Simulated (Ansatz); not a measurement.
**Pd(100) / 3 layers Ir(100) / Pd(100): resistance against film thickness**

How does the resistance across the layers grow with the film in Pd(100) / 3 layers Ir(100) / Pd(100)?

Main program and level: Ansatz 0.2.0; Ansatz plane-wave DFT, PBE, PAW files; ballistic transport by layer matching (Landauer), zero bias.

### 1. The starting structure

The cell holds 11 atoms: 8 Pd and 3 Ir. Its edges and angles: a = 2.751 Å, b = 2.751 Å, c = 21.259 Å, α = 86.3°, β = 86.3°, γ = 90.0°. It derives from Pd and Ir. Regions: lead, 8 atoms (8 Pd); films, 3 atoms (3 Ir). The structure is stacked along c, and the current runs across the ab planes.

### 2. With 3 layers

The film is laid into the lead at the lead's in-plane lattice, and the cell closes on the lead's own image. The mesh across the current, 26×26, is finer than the density's, because channels open and close sharply across the zone. Energies from -1 to 1 eV in steps of 0.036 eV cover the slope of the Fermi function at 300 K, so the program can form a conductance.

input.yaml reads:

```yaml
crystal:
  lattice:
    - [2.7505039575, 0.0, 0.0]
    - [0.0, 2.7505039575, 0.0]
    - [1.3752519787, 1.3752519787, 21.1700259476]
  atoms:
    - { symbol: Pd, position: [0.9770323853, 0.9770323853, 0.0459352295] }
    - { symbol: Pd, position: [0.4310971558, 0.4310971558, 0.1378056884] }
    - { symbol: Pd, position: [0.8851619263, 0.8851619263, 0.2296761474] }
    - { symbol: Pd, position: [0.3392266968, 0.3392266968, 0.3215466064] }
    - { symbol: Ir, position: [0.7941727214, 0.7941727214, 0.4116545572] }
    - { symbol: Ir, position: [0.25, 0.25, 0.5] }
    - { symbol: Ir, position: [0.7058272786, 0.7058272786, 0.5883454428] }
    - { symbol: Pd, position: [0.1607733032, 0.1607733032, 0.6784533936] }
    - { symbol: Pd, position: [0.6148380737, 0.6148380737, 0.7703238526] }
    - { symbol: Pd, position: [0.0689028442, 0.0689028442, 0.8621943116] }
    - { symbol: Pd, position: [0.5229676147, 0.5229676147, 0.9540647705] }
kpoints:
  mp_grid: { grid: [14, 14, 2] }
hamiltonian:
  xc: pbe
scf:
  occupations: { method: fermi_dirac, width: 0.1 }
output:
  transmission: { leads: [[0, 1]], kmesh: [26, 26], e_range: [-1.0, 1.0], de: 0.036 }
  write_potential: true
  write_density: true
  volumetric_format: npy
  elf: true
```

Started as:

```console
> ansatz run input.yaml --threads 4 --pin off --max-ram 8192MiB --backend cpu --events-out ev --progress --plain --runs-dir out
```

Numbers of over 12 decimals in the logs are rounded to 6 here.

The log of the run:

```text
Warning: crystal.symmetry: narrowed to the stabiliser of the k-point mesh — unitary ops 16 → 4; excluded 12 operations that carry a point of the 14×14×2 mesh (shift [0, 0, 0]) off the mesh (the run samples exactly the mesh kpoints.mp_grid names, as under crystal.symmetry.detect: false, and its converged state has the mesh's symmetry, not the crystal's; ε∞, the Born charges and the force constants of a linear response (`dielectric:` by the response, `phonons.method: dfpt`) are averaged over those of the crystal's operations that the state keeps within a tolerance, where `mesh_tensors`, `unaveraged_element` or `gamma_mean_max_change_ev_ang2` stands beside them; [rest of the remark cut]
Engine: ansatz 0.2.0, x86_64-unknown-linux-gnu
Pseudopotentials: kind: paw
Pseudopotential: Pd, paw, valence charge 18, recommended cutoff 420 eV (normal), Pd.paw.azcp
Pseudopotential: Ir, paw, valence charge 17, recommended cutoff 420 eV (normal), Ir.paw.azcp
Functional definition: PBE
  parameter kappa = 0.804
  parameter beta = 0.066725
  exchange = pbe_x(kappa = kappa, mu = beta*pi^2/3)
  correlation = pbe_c(beta = beta)
Crystal: 11 atoms, lattice volume = 160.157 Å³
Basis set: ecut = 420 eV, 3203 PW (Γ)
Bands: 117, of which v1, the nominal top of the filled ones, is band 98 counted from 1 (97 counted from 0)
Symmetry: 4 space group operations
k-points: 114 of 392
Non-local potential: Pd, projectors of the file, l = 0: 2, l = 1: 2, l = 2: 2, l = 3: 1
Non-local potential: Ir, projectors of the file, l = 0: 3, l = 1: 2, l = 2: 2, l = 3: 1
PAW form: soft (Blöchl's): semilocal exchange-correlation on the pseudo side does not see the compensation charge
PAW one-centre angular grid: Pd, 590 points (default); XC on 64 Gauss nodes
PAW one-centre angular grid: Ir, 590 points (default); XC on 64 Gauss nodes
Initial density: superposition of atomic densities (neutral atoms: chi_scale 0, normalization atom), corrected by the library's trained network
Initial wavefunctions: pseudopotential atomic-orbital guess
Functional: x = pbe(κ = 0.804, μ = 0.219515), c = pbe(β = 0.066725)
SCF iter   1: F=—  HF=-91588.735212 eV  |F-HF|=—  |Δ(HF+E_count)|=         —  Δρ=1.56e-2  dr2=8.16e0  ethr=1.77e-3  ⟨swp⟩=5.2  Hψ=45421  notcnv=0  defer=495
preconditioner: auto → Kerker (q_TF=auto, 2.819 Å⁻¹)  [metal: Δε(μ)=0.003 eV  Ē_g=8.134 eV  σ=0.100 eV  W_gap=0.01  n_scr=66 (ndim 8)  ℏωp=30.4 eV  f_vac=0.000  D(μ)=16.03/eV (n_scr^D=200)]
SCF iter   2: F=—  HF=-91588.693046 eV  |F-HF|=—  |Δ(HF+E_count)|=   4.22e-2  Δρ=7.45e-3  dr2=2.63e0  ethr=1.77e-3  ⟨swp⟩=1.0  Hψ=15394  notcnv=0  defer=494
SCF iter   3: F=—  HF=-91588.672629 eV  |F-HF|=—  |Δ(HF+E_count)|=   2.04e-2  Δρ=1.37e-3  dr2=1.35e-1  ethr=1.35e-3  ⟨swp⟩=1.0  Hψ=12615  notcnv=0  defer=513
SCF iter   4: F=—  HF=-91588.670284 eV  |F-HF|=—  |Δ(HF+E_count)|=   2.34e-3  Δρ=4.53e-4  dr2=2.87e-3  ethr=6.90e-5  ⟨swp⟩=1.0  Hψ=12615  notcnv=0  defer=528
SCF iter   5: F=—  HF=-91588.670099 eV  |F-HF|=—  |Δ(HF+E_count)|=   1.85e-4  Δρ=1.32e-4  dr2=2.34e-4  ethr=1.47e-6  ⟨swp⟩=1.2  Hψ=12776  notcnv=0  defer=528
SCF iter   6: F=—  HF=-91588.670099 eV  |F-HF|=—  |Δ(HF+E_count)|=   4.88e-7  Δρ=5.10e-5  dr2=4.99e-5  ethr=1.20e-7  ⟨swp⟩=1.2  Hψ=12663  notcnv=0  defer=528
SCF iter   7: F=—  HF=-91588.670084 eV  |F-HF|=—  |Δ(HF+E_count)|=   1.46e-5  Δρ=1.76e-5  dr2=7.04e-7  ethr=2.56e-8  ⟨swp⟩=1.0  Hψ=12770  notcnv=0  defer=542
SCF iter   8: F=—  HF=-91588.670084 eV  |F-HF|=—  |Δ(HF+E_count)|=   4.44e-8  Δρ=4.30e-6  dr2=1.25e-7  ethr=5.13e-11  ⟨swp⟩=8.3  Hψ=35278  notcnv=0
SCF iter   9: F=-91588.670084 eV  HF=-91588.670084 eV  |F-HF|=1.57e-8  |Δ(HF+E_count)|=   2.43e-9  Δρ=1.23e-6  dr2=1.69e-8  ethr=5.13e-11  ⟨swp⟩=2.0  Hψ=21464  notcnv=0
SCF 1 converged in 9 iterations: F = -91588.670084 eV  dr2 = 1.69e-8
  greatest PAW one-centre occupation: 1.000 electrons in one spin orbital (limit 2), on the Ir atom at site 5 (counted from 0), in its partial waves of l = 0
transmission: 703 of 6954 steps passed
transmission: 1395 of 6954 steps passed
[...]
transmission: 6954 of 6954 steps passed
SCF converged after 9 iterations
Free energy (F): -91588.670084 eV
Harris-Foulkes:  -91588.670084 eV  (|F-HF|=1.57e-8)
Internal energy: -91588.108243 eV  (E = F + TS)
E sigma→0 (E₀):  -91588.389163 eV
Entropy (-TS):   -0.561842 eV (-51.077 meV/atom)
Fermi energy:    21.481679 eV
--- Per-component energies (eV) ---
  E_band       = -1327.726478
  E_kinetic    = 5981.507084
  E_local      = -17179.243443  (includes V_loc(G=0)·N_el)
  E_nonlocal   = 1954.350865
  E_hartree    = 6921.182452
  E_xc         = -2155.779233
  E_vxc        = -2596.760907  (∫ρ·V_xc dr)
  E_paw        = -57671.417721  (= ΣΔE_a)
  E_vpaw       = -3329.947631  (= ΣTr[D̂ρ^β])
  E_aug_tail   = 0.002092  (compensation charges beyond the density's cutoff)
  E_ewald      = -29438.710340
  E_smearing   = -0.561842  (= −TS)
  E_closure    = 0.000000  (closes the sum)
  Σ components = -91588.670084   (vs F -91588.670084, Δ=0.00e0)
--- Band table (eV; the first three rows and the last of 114) ---
  k-point 0: bands = [... 94 lower, 21.0089, 21.0090, 21.0796, 21.0796, 21.2082, 21.3473, 21.5398, 21.5508, ... 15 higher]
  k-point 1: bands = [... 94 lower, 20.6124, 20.7270, 20.9957, 21.1889, 21.3553, 21.3653, 21.3653, 21.5539, ... 15 higher]
  k-point 2: bands = [... 94 lower, 20.7452, 20.7998, 20.9348, 21.1080, 21.2303, 21.2877, 21.3144, 21.4265, ... 15 higher]
  k-point 113: bands = [... 94 lower, 22.0851, 22.1012, 22.6497, 23.0679, 23.0722, 24.1334, 24.3607, 25.3276, ... 15 higher]
--- Transmission ---
  basis      : 69 plane waves across, 38 finite elements along
  points     : 183, standing for a mesh of 26 x 26
  filling    : by the input's occupations and mesh, since the crystals that have channels conduct as metals do. If one of these is a semiconductor, that mesh has misplaced its level
  energies   : 56 from -1.000000 to 0.980000 eV about the Fermi level, 0.036000 eV apart; the leads are filled to 0.000000 eV, and channels, transmission and decay are at 0.008000 eV
  crystal 0  : Pd1, at the sites [0, 1], period 1.9449 Å, over 15.56 Å; its Hamiltonian steps by up to 8.4 meV
    offset         : up to 0.0000 Å between an atom of the period and one for which it stands
    filled         : 29.0 meV over the level at which it is neutral
    channels       : 1.451183e0 a spin
    conductance    : 1.5840e15 S/m² at 300 K; may be off by some 0.0 % by where its bands' edges are placed, 4.3 % from the k-mesh, 11.9 % from the distance to neutral
    slowest decay  : 0.0208 /Å at (0.4231, 0.0000)
  junction   : crystal 0 to crystal 0, 0.70 to 19.92 Å
    transmission   : 7.514553e-1 a spin
    conductance    : 7.9654e14 S/m² at 300 K (7.6598e14 on every other point, 8.0063e14 on every other energy)
    error estimate : 0.5 % from the energy spacing and 0.0 % from band edges of the leads and from resonances (wavevectors taken as independent; lower de), 5.0 % from the k-mesh, 7.8 % from the steps of its leads' Hamiltonians or their offsets (lay more layers), 9.0 % from the distance to neutral
    resistance     : 6.2414e-4 Ω µm² beyond half of each lead's own
```

It took 2.6 min on 4 threads of Intel Xeon Platinum 8559C (Emerald Rapids), shared host; peak memory 1.7 GiB; 9.3 min of CPU time.

This step gave:

```yaml
free_energy: -91588.6701 eV
energy_at_zero_smearing: -91588.3892 eV
fermi_energy: 21.48 eV
cell_area: 7.565 Å²
step_of_the_lead_s_potential: 8.4 meV
ballistic_conductance_of_the_lead: 1.58e15 S/m²
estimated_errors_of_the_lead_s_conductance: 0, 4.3, 11.9 % (band edges, k-mesh, distance from neutral)
lead_conductance_per_cell: 1.547 G₀
conductance_of_the_junction: 7.97e14 S/m²
junction_conductance_per_cell: 0.7777 G₀
estimated_errors_of_the_junction_s_conductance: 0.5, 0, 5, 7.8, 9 % (energy step, band edges, k-mesh, leads' steps, distance from neutral)
area_resistance_that_the_stack_adds_contact_term_taken_off_spin_by_spin: 0.6241 fΩ m²
```

Per spin. Transmission, zone mean against energy, zero at the Fermi level:

```
energy (eV)  transmission, zone mean
     -1.000                     1.37
     -0.928                     1.39
     -0.856                     1.40
     -0.784                     1.39
     -0.712                     1.37
     -0.676                     1.35
     -0.604                     1.38
     -0.532                     1.41
     -0.460                     1.41
     -0.388                     1.38
     -0.316                     1.32
     -0.244                     1.27
     -0.172                     1.21
     -0.100                     1.05
     -0.028                    0.844
      0.008                    0.751
      0.080                    0.628
      0.152                    0.537
      0.224                    0.447
      0.296                    0.449
      0.368                    0.483
      0.440                    0.508
      0.512                    0.453
      0.584                    0.448
      0.656                    0.509
      0.692                    0.539
      0.764                    0.555
      0.836                    0.575
      0.908                    0.596
      0.980                    0.627
```

Per spin. Table of open channels, zone mean, lead by energy, zero at the Fermi level:

energy (eV), open channels, zone mean, lead and a bar from the least value:
```
   -1.000       2.22 ###########################
   -0.892       2.17 ##########################
   -0.820       2.17 ###########################
   -0.712       2.15 ##########################
   -0.640       2.14 ##########################
   -0.532       2.30 #############################
   -0.424       2.35 ##############################
   -0.352       2.33 #############################
   -0.244       2.37 ##############################
   -0.136       2.34 #############################
   -0.064       1.98 #######################
    0.008       1.45 ##############
    0.044       1.29 ###########
    0.116       1.01 #######
    0.224       0.82 ###
    0.332       0.63 
    0.404       0.69 #
    0.512       0.67 #
    0.620       0.68 #
    0.692       0.72 ##
    0.800       0.72 ##
    0.872       0.72 ##
    0.980       0.75 ##
```

Transmission over k1 and k2. At 0.0080 eV from the Fermi level.

Ten even steps from '0' (0.00) to '9' (1.95):
```
36222353000000000003532226
02003000000000000000003002
02000000000023200000000002
02307855540023200455587032
23008887744544454477888003
45005877772456542777785005
53005777778359538777775003
20005777779778779777775000
00004477778788878777744000
00000428987578757898240000
00000543775265625773450000
00022455787669667875542200
00033469888599958889643300
00022455787669667875542200
00000543775265625773450000
00000428987578757898240000
00004477778788878777744000
20005777779778779777775000
53005777778359538777775003
45005877772456542777785005
23008887744544454477888003
02307855540023200455587032
02000000000023200000000002
02003000000000000000003002
36222353000000000003532226
43000245200000000025420003
```
Columns: k1 (b1) from -0.5 to 0.462; rows upwards: k2 (b2) from -0.5 to 0.462.

Open channels over k1 and k2. At 0.0080 eV from the Fermi level.

Values, 12 rows by 16 columns, each cell a mean:
```
1.19 1.57 1.92 2.21 1.23 0.50 0.00 0.09 0.15 0.04 0.00 0.85 1.65 2.17 1.82 1.56
2.73 1.50 1.33 1.62 1.31 0.70 0.62 1.09 1.57 0.79 0.62 0.90 1.50 1.62 1.09 2.33
3.82 1.12 1.43 2.00 2.00 1.86 1.25 1.28 2.41 1.14 1.48 1.98 2.00 2.00 0.85 2.30
2.24 0.32 0.66 1.75 2.00 2.00 1.95 2.05 2.51 1.91 2.00 2.00 1.98 1.48 0.19 0.85
0.00 0.00 0.54 1.05 1.50 2.00 2.00 2.00 2.00 2.00 2.00 1.88 1.28 1.00 0.15 0.00
0.00 0.28 1.39 1.85 2.53 2.25 2.00 2.57 2.92 2.21 2.00 2.54 2.21 1.50 1.29 0.00
0.00 0.14 0.96 1.00 1.69 2.00 2.00 2.28 2.46 2.11 2.00 2.00 1.31 1.00 0.72 0.00
0.50 0.07 0.54 1.28 1.88 2.00 2.00 2.00 2.09 2.00 2.00 2.00 1.70 1.08 0.15 0.19
3.41 0.60 1.02 1.98 2.00 2.00 1.70 1.88 2.70 1.59 1.89 2.00 2.00 1.86 0.40 1.51
3.88 1.48 1.54 2.00 1.98 1.48 1.04 1.00 1.85 1.00 1.12 1.75 2.00 2.00 1.10 2.57
1.24 1.52 1.08 1.04 0.44 0.15 0.15 0.72 1.08 0.37 0.15 0.20 0.66 1.15 1.11 1.91
1.88 1.05 2.46 3.71 3.05 1.49 0.00 0.00 0.00 0.00 0.00 2.56 3.41 3.56 1.55 1.42
```
Columns: k1 (b1) from -0.5 to 0.462; rows upwards: k2 (b2) from -0.5 to 0.462.

Electrostatic potential energy in the ca plane at fractional y = 0.069, with atoms of Pd within 0.2 Å of it. With pseudopotentials it is smooth inside the atoms' cores, unlike the true potential.

Ten even steps from '0' (-34 eV) to '9' (24 eV), each cell a mean:
```
72002799999731259999997546898888988899854689
85325899999842369999997435899999987899988999
98778999999975689999998656899899987789999999
99999999899999999877899878987668988899988999
99999998889999999854689999973125899999644689
97668999999999999854689999961003899998400279
84125899999976799976799999972004899998300169
72002799999843479999998778986346899998510269
```
Columns run along c (16.0 Å, from fractional 0.00 to 0.75 of the cell; values clipped at the 3rd and 97th percentile), rows up along a (2.8 Å).

Valence density in the ca plane at fractional y = 0.069, with atoms of Pd within 0.2 Å of it. It is the smooth field of the valence electrons, not physical close to the nuclei.

Ten even steps from '0' (0 e/Å³) to '9' (12 e/Å³), each cell a mean:
```
04883000000036410000000110000000000000012100
01341000000024310000000111000000000000000000
00000000000001100000000010000000000000000000
00000000000000000000000000000000000000000000
00000000000000000011000000001320000000022100
00110000000000000011100000002441000000277400
02541000000000000000000000002431000000389610
05984000000023200000000000000110000000167400
```
Columns run along c (16.0 Å, from fractional 0.00 to 0.75 of the cell), rows up along a (2.8 Å).

ELF in the ca plane at fractional y = 0.069, with atoms of Pd within 0.2 Å of it. It is the smooth field of the valence electrons, not physical close to the nuclei.

Ten even steps from '0' (0.16) to '9' (0.67), each cell a mean:
```
36566200000367741000112463232222322211145410
14665100000257640000112564122222212222111100
01331000000035420000122453232222212222100011
10000001110001100023211222333432322221111000
00000001210000000155311112226984221111366410
02431000100000000145311111237995210001566630
25764100000024310023211112226995210002654640
37556200000257630001121232334663221111566630
```
Columns run along c (16.0 Å, from fractional 0.00 to 0.75 of the cell), rows up along a (2.8 Å).

The lead's potential steps by 8.4 meV from period to period, small in itself. The program estimates the junction's conductance to 5 % from the k-mesh, 9 % from the leads' distance from neutral and 7.8 % from their steps.

By hand: 1/G − 1/G_lead = 1/0.7965 − 1/1.584 = 0.624 fΩ m² with G in 10¹⁵ S/m².

### 3. With 5 layers, k-mesh 14×14×1, film layers 5

The stack now holds 5 film layers; the k-mesh follows the cell, and the energies span -0.27 to 0.27 eV.

System of this step: Pd(100) / 5 layers Ir(100) / Pd(100). The cell holds 13 atoms: 8 Pd and 5 Ir. Its edges and angles: a = 2.751 Å, b = 2.751 Å, c = 24.986 Å, α = 86.8°, β = 86.8°, γ = 90.0°. It derives from Pd and Ir. Regions: lead, 8 atoms (8 Pd); films, 5 atoms (5 Ir). The structure is stacked along c, and the current runs across the ab planes.

input.yaml reads:

```yaml
crystal:
  lattice:
    - [2.7505039575, 0.0, 0.0]
    - [0.0, 2.7505039575, 0.0]
    - [1.3752519787, 1.3752519787, 24.9105765793]
  atoms:
    - { symbol: Pd, position: [0.9804811824, 0.9804811824, 0.0390376352] }
    - { symbol: Pd, position: [0.4414435473, 0.4414435473, 0.1171129055] }
    - { symbol: Pd, position: [0.9024059121, 0.9024059121, 0.1951881758] }
    - { symbol: Pd, position: [0.363368277, 0.363368277, 0.2732634461] }
    - { symbol: Ir, position: [0.8250795675, 0.8250795675, 0.349840865] }
    - { symbol: Ir, position: [0.2875397838, 0.2875397838, 0.4249204325] }
    - { symbol: Ir, position: [0.75, 0.75, 0.5] }
    - { symbol: Ir, position: [0.2124602162, 0.2124602162, 0.5750795675] }
    - { symbol: Ir, position: [0.6749204325, 0.6749204325, 0.650159135] }
    - { symbol: Pd, position: [0.136631723, 0.136631723, 0.7267365539] }
    - { symbol: Pd, position: [0.5975940879, 0.5975940879, 0.8048118242] }
    - { symbol: Pd, position: [0.0585564527, 0.0585564527, 0.8828870945] }
    - { symbol: Pd, position: [0.5195188176, 0.5195188176, 0.9609623648] }
kpoints:
  mp_grid: { grid: [14, 14, 1] }
hamiltonian:
  xc: pbe
scf:
  occupations: { method: fermi_dirac, width: 0.1 }
output:
  transmission:
    leads: [[0, 1]]
    kmesh: [26, 26]
    e_range: [-0.27, 0.27]
    de: 0.036
  write_potential: true
  write_density: true
  volumetric_format: npy
```

The log of the run:

```text
[...]
Crystal: 13 atoms, lattice volume = 188.455 Å³
Basis set: ecut = 420 eV, 3759 PW (Γ)
Bands: 138, of which v1, the nominal top of the filled ones, is band 115 counted from 1 (114 counted from 0)
Symmetry: 4 space group operations
k-points: 57 of 196
[...]
--- Transmission ---
  basis      : 69 plane waves across, 42 finite elements along
  points     : 183, standing for a mesh of 26 x 26
[...]
filled         : 29.4 meV over the level at which it is neutral
    channels       : 1.386095e0 a spin
[...]
slowest decay  : 0.0182 /Å at (0.4231, 0.0000)
  junction   : crystal 0 to crystal 0, 0.70 to 23.66 Å
    transmission   : 5.805800e-1 a spin
[...]
resistance     : 9.0269e-4 Ω µm² beyond half of each lead's own
[key lines of the parts left out:]
SCF converged after 9 iterations
Free energy (F): -115459.255270 eV
Fermi energy:    22.132511 eV
```

Run time: 98 s. Hardware: 4 threads; peak memory 1.4 GiB.

Numbers from this step:

* free energy: -115459.2553 eV
* energy at zero smearing: -115458.9415 eV
* Fermi energy: 22.13 eV
* step of the lead's potential: 11.5 meV
* estimated errors of the lead's conductance: 0, 4.3, 12.1 % (band edges, k-mesh, distance from neutral)
* lead conductance per cell: 1.545 G₀
* conductance of the junction: 6.52e14 S/m²
* junction conductance per cell: 0.6363 G₀
* estimated errors of the junction's conductance: 0.3, 0.3, 6.5, 13.3, 9.9 % (energy step, band edges, k-mesh, leads' steps, distance from neutral)
* area resistance that the stack adds (contact term taken off, spin by spin): 0.9027 fΩ m²

Per spin. Transmission, zone mean against energy, zero at the Fermi level:

```
energy (eV)  transmission, zone mean
     -0.270                     1.06
     -0.234                     1.07
     -0.198                     1.03
     -0.162                    0.966
     -0.126                    0.924
     -0.090                    0.853
     -0.054                    0.754
     -0.018                    0.655
      0.018                    0.581
      0.054                    0.536
      0.090                    0.524
      0.126                    0.534
      0.162                    0.496
      0.198                    0.473
      0.234                    0.476
      0.270                    0.446
```

The conductance of the junction is 6.5e14 S/m², 18 % under the 8.0e14 S/m² of the last finished run, no more than the error estimates, leads' steps apart, of 9 and 9.9 % together.

(Part 1 of 2 ends here.)

[Logs are printed without paths, hosts, clocks, repeated set-up lines and the standing remarks that a program may print on its own settings, such as how far it seeks lower states.]

[Hosts, paths, dates, database ids (printed as entryN), source tags and the programs' standing remarks are cut or masked in the printed files.]
